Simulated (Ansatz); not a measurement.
# Sensitivity of the gradients in BaTiO3 to the input

This input was run with Ansatz:

```yaml
crystal:
  lattice:
    - [2.8276671207, 1.6325543733, 2.3177320127]
    - [-2.8276671207, 1.6325543733, 2.3177320127]
    - [0.0, -3.2651087466, 2.3177320127]
  atoms:
    - { symbol: Ba, position: [0.0, 0.0, 0.0] }
    - { symbol: Ti, position: [0.486, 0.486, 0.486] }
    - { symbol: O, position: [0.5084, 0.5084, 0.0185] }
    - { symbol: O, position: [0.0185, 0.5084, 0.5084] }
    - { symbol: O, position: [0.5084, 0.0185, 0.5084] }
kpoints:
  mp_grid: { grid: [8, 8, 8] }
scf:
  occupations: { method: fermi_dirac, width: 0.02 }
hamiltonian:
  xc: pbe
  pseudopotentials: { kind: paw_fr }
output:
  forces: true
  stress: true
  populations: true
  efg:
    quadrupole_moments_barn: { Ba: 0.236, Ti: 0.247, O: -0.02558 }
    contact_densities: true
magnetization:
  noncollinear: true
  spin_orbit: true
```

```sh
ansatz run input.yaml --threads 1 --pin off --max-ram 3072MiB --backend cpu --events-out ev --progress --plain --runs-dir out
```

It converged. Of its output the block on the nuclei alone is shown, without the SCF iterations, energies, forces and stress (one atom of each set):

```
--- PAW observables at the nuclei: V_zz in 10²¹ V/m², potentials from the cell's mean, atoms counted from 1 ---
  atom   1  Ba V_zz =    +0.347602   η = 0.0000   by run symmetry: allowed   C_q = +1.9836 MHz
            electrostatic potential = -9639.834535 V   contact ρ = 2073174.947010 e/Å³
  atom   2  Ti V_zz =    +1.063459   η = 0.0000   by run symmetry: allowed   C_q = +6.3514 MHz
            electrostatic potential = -2530.520441 V   contact ρ = 56806.447777 e/Å³
  atom   3  O  V_zz =    +2.123837   η = 0.0367   by run symmetry: allowed   C_q = -1.3136 MHz
            electrostatic potential = -628.075568 V   contact ρ = 2157.506352 e/Å³
```

Task: Can these gradients be trusted, and how do they compare with a run on standard settings?

Result: They agree with the standard run. Against the standard input the change is `hamiltonian.pseudopotentials`: {kind: paw} → {kind: paw_fr}; `magnetization`: not typed → {noncollinear: true, spin_orbit: true}. A site carries the number of its first atom; V_zz in 10²¹ V/m².

| site | atom | V_zz standard | η standard | V_zz here | η here |
| --- | --- | --- | --- | --- | --- |
| Ba | 1 | 0.35 | 0.00 | 0.35 | 0.00 |
| Ti | 2 | 1.06 | 0.00 | 1.06 | 0.00 |
| O | 3 | 2.13 | 0.04 | 2.12 | 0.04 |

No V_zz moves by more than 0.01. SCF iterations: 6 and 9.

On the reference run: At this cell the PBE pressure is 5 GPa, so with PBE the cell would grow if it were relaxed. Without spin–orbit coupling (the program notes it for Ba) the gradients are little affected as a rule: paired runs on crystals with a gap mostly move them by under 2 % at such atoms.
